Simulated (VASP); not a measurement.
A run of VASP 6.6.1 is set up as follows.

Contents of INCAR:

```
SYSTEM = HfS2
PREC = Accurate ; ENCUT = 600
EDIFF = 1E-6 ; ISMEAR = -1
SIGMA = 0.05 ; LREAL = .False.
LASPH = .True. ; NELM = 80
ALGO = Normal ; ISIF = 3
LWAVE = .False. ; LCHARG = .False.
IBRION = 2 ; NSW = 60
EDIFFG = -0.02 ; PSTRESS = 10
```

The input KPOINTS:

```
regular mesh
0
Gamma
  12 12 8
  0 0 0
```

The input POSCAR:

```
HfS2
1.0
    3.6396641800      0.0000000000      0.0000000000
   -1.8198320900      3.1520416411      0.0000000000
    0.0000000000      0.0000000000      6.0555624700
Hf S
1 2
Direct
    0.0000000000      0.0000000000      0.0000000000
    0.6666666667      0.3333333333      0.7639520500
    0.3333333333      0.6666666667      0.2360479500
```

Potentials or basis: VASP PAW LDA potentials, release 64 (Hf_pv, S).

Run with:

```console
$ cat potpaw_LDA.64/Hf_pv/POTCAR potpaw_LDA.64/S/POTCAR > POTCAR
$ mpirun -np 1 vasp_std > vasp.out
```

(1) Estimate the band gap on the k mesh.

(2) What does it give for the relaxed volume?

(3) Estimate the space group after relaxing (to 0.05 Å).

Answers

(1) 0.46 eV, indirect (least direct gap 1.47 eV).

(2) 20.22 Å³/atom.

(3) P-3m1 (No. 164).

Caveat: the cell is relaxed towards a set pressure, so the enthalpy falls and the energy may rise; spin-orbit coupling is left out, which moves the levels of the heavy elements.
